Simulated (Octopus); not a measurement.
# ZnO in Octopus: convergence with order

Input of the first run (order 2); the others differ in this setting and in those tied to it:

File inp:

```
CalculationMode = gs
UnitsOutput = eV_Angstrom
PeriodicDimensions = 3
ExperimentalFeatures = yes
PseudopotentialSet = hgh_lda
XSFCoordinates = "crystal.xsf"
%Spacing
 0.09600750*angstrom | 0.09600750*angstrom | 0.09600750*angstrom
%
DerivativesOrder = 2
%KPointsGrid
 7 | 7 | 7
%
KPointsUseSymmetries = yes
XCFunctional = lda_x + lda_c_pw_mod
SmearingFunction = fermi_dirac
Smearing = 0.05*eV
ExtraStates = 6
Eigensolver = chebyshev_filter
ConvRelDens = 1e-6
MaximumIter = 120
SCFCalculateStress = yes
```

crystal.xsf

```
CRYSTAL
PRIMVEC
    5.0799806655      0.0000000000      0.0000000000
    0.0000000000      5.0799806655      0.0000000000
    0.0000000000      0.0000000000      5.0799806655
PRIMCOORD
2 1
Zn      0.0000000000      0.0000000000      0.0000000000
O       2.5399903327      2.5399903327      2.5399903327
```

Potentials or basis: hgh_lda (LDA).

The run is started by

```sh
$ OMP_NUM_THREADS=1 octopus > out.log  # reads inp and crystal.xsf
```

The cell was built by a generator and needn't be a form met in nature.

Hardware: 1 thread of Arm Neoverse V1, with other jobs on the host.

Q: The values tried are 2, 3, 4, 6, 8, 10, loosest first. From which on does the pressure stay within 0.1 GPa of the tightest run that finished?

A: From 6 on.

```tsv
order	energy less the tightest run, at zero smearing (meV/atom)	pressure (GPa)	SCF cycles	CPU time (s)	peak memory (GiB)
2	-485.69	-56.98	14	470	0.44
3	-111.77	-46.99	15	510	0.45
4	-38.26	-45.39	16	550	0.47
6	-7.84	-44.86	16	560	0.5
8	-1.90	-44.80	15	550	0.54
10	0.00	-44.79	18	670	0.58
```

Not settled before the last step: the energy (to 1 meV/atom). The tightest run that finished is the yardstick and may itself not be fully converged.

Caveat, for the tightest run too: this is an older set of potentials, less accurate than current ones; a pressure of tens of GPa on the cell as given is suspect, and the run, the potentials or the cell itself is likely at fault.
